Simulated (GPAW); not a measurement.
Wanted: an ASE script for a GPAW 26.7.0 run.

| Item | Value |
| --- | --- |
| Task | single point |
| Functional | GLLB-SC |
| Potentials or basis | the program's PAW data sets (release 1.2.1) made for this functional |
| Cutoff | 650 eV |
| Basis | pw |
| k mesh | 11 × 11 × 11 |
| Occupations | fermi-dirac, width 0.01 eV |
| Spin | no spin polarisation |
| Maxiter | 150 |

Crystal: C.

```
C
1.0
     0.00000    1.73449    1.73449
     1.73449    0.00000    1.73449
     1.73449    1.73449    0.00000
C
2
Direct
  0.25000 0.25000 0.25000
  0.00000 0.00000 0.00000
```

This isn't the form of C at room conditions, which is graphite.

The cell isn't the ideal one: volume scaled by 0.92.

The input as run:

run.py

```python
from ase.dft.bandgap import bandgap
from ase.io import write
from ase.spacegroup import crystal
from gpaw import GPAW, PW

# C 8a
atoms = crystal(['C'],
                basis=[[0.25, 0.25, 0.25]],
                spacegroup=227, setting=1,  # Fd-3m
                cellpar=[3.46897147, 3.46897147, 3.46897147, 90.0, 90.0, 90.0],
                primitive_cell=True)

calc = GPAW(mode=PW(650),
            xc='GLLBSC',
            kpts={'size': (11, 11, 11), 'gamma': True},
            occupations={'name': 'fermi-dirac', 'width': 0.01},
            nbands=11,
            convergence={'density': 1e-05, 'energy': 1e-05},
            maxiter=150,
            txt='gpaw.txt')
atoms.calc = calc
energy = atoms.get_potential_energy()
calc.write('gs.gpw')
write('result.traj', atoms)
print('Fermi level:', round(calc.get_fermi_level(), 4), 'eV')
print(f'Gap: {bandgap(calc)[0]:.4f} eV, direct: {bandgap(calc, direct=True)[0]:.4f} eV')
```

Potentials or basis: the program's PAW data sets (release 1.2.1) made for this functional, pw.

Launch:

```sh
$ OMP_NUM_THREADS=1 python run.py
```

It gave:

```json
{
 "Band gap on the k mesh, Kohn-Sham part alone": "4.35 eV, indirect (least direct gap 6.01 eV)"
}
```

Caveat: a model potential gives levels but no total energy; an odd mesh through Γ misses points on the zone boundary, where band edges often lie.

It took 6.2 s on 1 thread of Arm Neoverse V2, on a shared host, peak memory 0.13 GiB.
